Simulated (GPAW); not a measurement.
C in GPAW: the effect of functional

Crystal: C.

```
CELL_PARAMETERS angstrom
0.00000 1.78337 1.78337
1.78337 0.00000 1.78337
1.78337 1.78337 0.00000
ATOMIC_POSITIONS crystal
C 0.75000 0.75000 0.75000
C 0.50000 0.50000 0.50000
```

This isn't the form of C at room conditions, which is graphite.

Alike in all runs:

| Quantity | Value |
| --- | --- |
| Program | GPAW 26.7.0 |
| Task | band structure |
| Cutoff | 800 eV |
| Basis | pw |
| k mesh | 13 × 13 × 13 |
| Occupations | fermi-dirac, width 0.05 eV |
| Spin | no spin polarisation |

| functional | potentials or basis | gap on the mesh (eV) |
| --- | --- | --- |
| LDA | the program's PAW data sets (release 1.2.1) made for this functional | 4.11 |
| PBE | GPAW PAW data sets (gpaw-data 1.2.1) | 4.14 |
| AM05 | PAW data sets generated in the run's folder for this functional | 4.03 |
| r2SCAN | GPAW PAW data sets (gpaw-data 1.2.1) | ? |
| vdW-DF-cx | GPAW PAW data sets (gpaw-data 1.2.1) | 4.12 |
| RPBE | the program's PAW data sets (release 1.2.1) made for this functional | 4.14 |
| revPBE | the program's PAW data sets (release 1.2.1) made for this functional | 4.14 |
| SCAN | GPAW PAW data sets (gpaw-data 1.2.1) | 4.54 |

Question: What does the run with functional r2SCAN give?

Answer: gap on the mesh 4.36 eV.

